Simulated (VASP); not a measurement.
A VASP 6.6.1 single-point calculation on AlN

INCAR

```
ALGO = Normal
SIGMA = 0.01
LWAVE = .FALSE.
LASPH = .TRUE.
NSW = 0
EDIFF = 1E-7
IBRION = -1
NELM = 64
METAGGA = R2SCAN
LREAL = .FALSE.
LCHARG = .FALSE.
ISMEAR = 0
ENCUT = 200
PREC = Medium
NBANDS = 11
ISIF = 2
```

KPOINTS

```
KPOINTS created by Atomic Simulation Environment
0
Gamma
10 10 10
0 0 0
```

POSCAR

```
Al N
 1.0000000000000000
     0.0000000000000000    1.9583023986000001    1.9583023986000001
     1.9583023986000001    0.0000000000000000    1.9583023986000001
     1.9583023986000001    1.9583023986000001    0.0000000000000000
 Al  N
   1   1
Cartesian
  0.0000000000000000  0.0000000000000000  0.0000000000000000
  1.9583023985999999  1.9583023985999999  1.9583023985999999
```

The recommended PBE PAW datasets give the neutral cell 8 valence electrons.

Command

```
mpirun -np 1 vasp_std
```

**Question.** How does this run end, and what does it give?

**Answer.** It converged. Results: gap between bands v and c on the k mesh 5.79 eV; least direct gap on the k mesh 7.34 eV; pressure -72.0 GPa. Band v is the last that the valence electrons fill when counted band by band, and c is the next.

OSZICAR

```
N       E                     dE             d eps       ncg     rms          rms(c)
DAV:   1    -0.128050219929E+02   -0.12805E+02   -0.26056E+03  1324   0.287E+02
DAV:   2    -0.215013694351E+02   -0.86963E+01   -0.85853E+01  1227   0.692E+01
DAV:   3    -0.215766865548E+02   -0.75317E-01   -0.75305E-01  1184   0.523E+00
DAV:   4    -0.215767492779E+02   -0.62723E-04   -0.62723E-04  1151   0.175E-01
DAV:   5    -0.215767494222E+02   -0.14433E-06   -0.14432E-06  1192   0.769E-03    0.114E+01
DAV:   6    -0.187125934545E+02    0.28642E+01   -0.13189E+00  1040   0.616E+00    0.709E+00
DAV:   7    -0.187407688002E+02   -0.28175E-01   -0.29482E-01  1157   0.335E+00    0.260E+00
DAV:   8    -0.187431818711E+02   -0.24131E-02   -0.17942E-02  1103   0.700E-01    0.180E-01
DAV:   9    -0.187437667674E+02   -0.58490E-03   -0.31909E-04  1198   0.125E-01    0.123E-01
DAV:  10    -0.187442383310E+02   -0.47156E-03   -0.11475E-04  1112   0.717E-02    0.291E-02
DAV:  11    -0.187442430219E+02   -0.46909E-05   -0.16448E-05  1193   0.212E-02    0.145E-02
DAV:  12    -0.187442555489E+02   -0.12527E-04   -0.22887E-06  1097   0.990E-03    0.184E-03
DAV:  13    -0.187442566778E+02   -0.11290E-05   -0.34473E-08   562   0.137E-03    0.157E-03
DAV:  14    -0.187442566077E+02    0.70069E-07   -0.27191E-09   553   0.355E-04
   1 F= -.18744257E+02 E0= -.18744257E+02  d E =-.478908E-12
```

Standard output (part)

```
POSCAR found type information on POSCAR AlN
 POSCAR found :  2 types and       2 ions
 LDA part: xc-table for (None), standard interpolation
 POSCAR, INCAR and KPOINTS ok, starting setup
 WAVECAR not read
 entering main loop
```

These settings aren't sound, so the numbers aren't properties of the crystal.

On sound settings r²SCAN gives a gap of 5.81 eV on its mesh and a pressure of 29.3 GPa for the intended cell.
